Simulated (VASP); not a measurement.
The system is BeTe.

```
Be Te
1.0
     3.24216    0.00000    0.00000
     0.00000    3.24216    0.00000
     0.00000    0.00000    4.76006
Be Te
1 1
Direct
  0.50000 0.50000 0.50000
  0.00000 0.00000 0.50000
```

The cell was built by a generator and needn't be a form met in nature.

* Program: VASP 6.6.1
* Task: relaxation of cell and atoms
* Functional: PBE
* Potentials or basis: VASP PAW PBE potentials, release 64 (Be, Te)
* Cutoff: 520 eV
* k mesh: 5 × 5 × 3
* Occupations: gaussian, width 0.15 eV
* Spin: no spin polarisation

At the start: pressure 17.9 GPa; volume 25.02 Å³/atom.

Q: How do energy, volume and symmetry change on relaxing?

A: Over 8 steps the energy falls by 352.8 meV/atom and the volume is 31.77 Å³/atom (+27.0 %); space group P4/mmm (No. 123, to 0.05 Å).

Step by step:
| step | energy change (eV) | largest force (eV/Å) | pressure (GPa) | volume (Å³) |
| --- | --- | --- | --- | --- |
| 1 | 0.0000 | 0.0000 | 17.92 | 50.04 |
| 2 | -0.2655 | 0.0000 | -6.27 | 72.41 |
| 3 | -0.6961 | 0.0000 | -0.10 | 60.68 |
| 4 | -0.6966 | 0.0000 | 0.11 | 60.44 |
| 5 | -0.6966 | 0.0000 | 0.32 | 60.22 |
| 6 | -0.6979 | 0.0000 | 0.30 | 60.55 |
| 7 | -0.7012 | 0.0000 | 0.36 | 61.55 |
| 8 | -0.7057 | 0.0000 | 0.18 | 63.54 |

Final structure:
```yaml
crystal:
  lattice:
    - [3.55340, 0.00000, 0.00000]
    - [0.00000, 3.55340, 0.00000]
    - [0.00000, 0.00000, 5.03259]
  atoms:
    - { symbol: Be, position: [0.50000, 0.50000, 0.50000] }
    - { symbol: Te, position: [0.00000, 0.00000, 0.50000] }
```

Caveat: the k mesh is coarse (spacing up to 0.44 Å⁻¹), so the values aren't converged; the volume moved by over 15 % at a fixed basis, so the end points are rough; this functional lacks dispersion, which binds the layers, so the pressure and a relaxed spacing across them are unreliable, and here the layers came unbound.
